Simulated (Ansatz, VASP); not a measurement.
**SnO2 (Cassiterite) in VASP and in Ansatz**

The input INCAR:

```
SYSTEM = SnO2
ALGO = Fast
EDIFF = 1E-6
ENCUT = 520
GGA = PE
GGA_COMPAT = .False.
ISIF = 2
ISMEAR = -1
LASPH = .True.
LCHARG = .False.
LNONCOLLINEAR = .True.
LORBIT = 11
LREAL = .False.
LSORBIT = .True.
LWAVE = .False.
MAGMOM = 0 0 0 0 0 0 0 0 0 0 0 0 0 0 0 0 0 0
NBANDS = 68
NELM = 80
PREC = Accurate
SIGMA = 0.05
```

The input KPOINTS:

```
k-points
0
Gamma
  5 5 6
  0 0 0
```

Contents of POSCAR:

```
SnO2
1.0
    4.7380000000      0.0000000000      0.0000000000
    0.0000000000      4.7380000000      0.0000000000
    0.0000000000      0.0000000000      3.1865000000
Sn O
2 4
Direct
    0.5000000000      0.5000000000      0.5000000000
    0.0000000000      0.0000000000      0.0000000000
    0.8071000000      0.1929000000      0.5000000000
    0.6929000000      0.6929000000      0.0000000000
    0.1929000000      0.8071000000      0.5000000000
    0.3071000000      0.3071000000      0.0000000000
```

The input KPOINTS_OPT:

```
path GXMGZRAZ,XR,MA
10
line-mode
reciprocal
 0.0000000000  0.0000000000  0.0000000000  G
 0.0000000000  0.5000000000  0.0000000000  X

 0.0000000000  0.5000000000  0.0000000000  X
 0.5000000000  0.5000000000  0.0000000000  M

 0.5000000000  0.5000000000  0.0000000000  M
 0.0000000000  0.0000000000  0.0000000000  G

 0.0000000000  0.0000000000  0.0000000000  G
 0.0000000000  0.0000000000  0.5000000000  Z

 0.0000000000  0.0000000000  0.5000000000  Z
 0.0000000000  0.5000000000  0.5000000000  R

 0.0000000000  0.5000000000  0.5000000000  R
 0.5000000000  0.5000000000  0.5000000000  A

 0.5000000000  0.5000000000  0.5000000000  A
 0.0000000000  0.0000000000  0.5000000000  Z

 0.0000000000  0.5000000000  0.0000000000  X
 0.0000000000  0.5000000000  0.5000000000  R

 0.5000000000  0.5000000000  0.0000000000  M
 0.5000000000  0.5000000000  0.5000000000  A
```

The input input.yaml:

```yaml
crystal:
  lattice:
    - [4.738, 0.0, 0.0]
    - [0.0, 4.738, 0.0]
    - [0.0, 0.0, 3.1865]
  atoms:
    - { symbol: Sn, position: [0.5, 0.5, 0.5] }
    - { symbol: Sn, position: [0.0, 0.0, 0.0] }
    - { symbol: O, position: [0.8071, 0.1929, 0.5] }
    - { symbol: O, position: [0.6929, 0.6929, 0.0] }
    - { symbol: O, position: [0.1929, 0.8071, 0.5] }
    - { symbol: O, position: [0.3071, 0.3071, 0.0] }
hamiltonian:
  xc: pbe
  pseudopotentials: { kind: paw_fr }
magnetization:
  noncollinear: true
  spin_orbit: true
kpoints:
  mp_grid: { grid: [5, 5, 6] }
  band_path:
    path:
      - [[0.0, 0.0, 0.0], [0.0, 0.5, 0.0], [0.5, 0.5, 0.0], [0.0, 0.0, 0.0], [0.0, 0.0, 0.5], [0.0, 0.5, 0.5], [0.5, 0.5, 0.5], [0.0, 0.0, 0.5]]
      - [[0.0, 0.5, 0.0], [0.0, 0.5, 0.5]]
      - [[0.5, 0.5, 0.0], [0.5, 0.5, 0.5]]
    npoints: 14
scf:
  occupations: { method: fermi_dirac, width: 0.05 }
  n_extra_bands: 15
output:
  forces: true
  stress: true
  eigenvalues: true
  fatbands: true
```

Alike in both runs: task band structure; functional PBE; k mesh 5 × 5 × 6; occupations fermi-dirac, width 0.05 eV; spin-orbit coupling, no magnetisation.

```csv
,VASP,Ansatz
version,VASP 6.6.1,Ansatz 0.2.0
potentials or method,"VASP PAW PBE potentials, release 64 (Sn_d, O)",Ansatz PAW
plane-wave cutoff (eV),520,420
valence electrons in the cell,52,52
```

Ansatz gave:

| Quantity | Value |
| --- | --- |
| gap on the k mesh at the Fermi level (eV) | 1.29 |
| least direct gap on the mesh (eV) | 1.29 |
| gap along the band path (eV) | 1.29 |
| pressure (GPa) | 11.0 |
| largest component of the traceless stress (GPa) | 1.95 |
| rms of the force components (eV/Å) | 0.129 |

**Question.** Estimate VASP's values.

**Answer.** gap on the k mesh at the Fermi level (eV): 1.27; least direct gap on the mesh (eV): 1.27; gap along the band path (eV): 1.27; pressure (GPa): 11.8; largest component of the traceless stress (GPa): 2.19; rms of the force components (eV/Å): 0.138.

Atom by atom the forces differ by 0.009 eV/Å (rms over components). The functional is the same, so the differences come from potentials, cutoffs and numerics.

Caveats: the pressure holds a Pulay correction of +0.8 GPa for the finite cutoff (Ansatz).
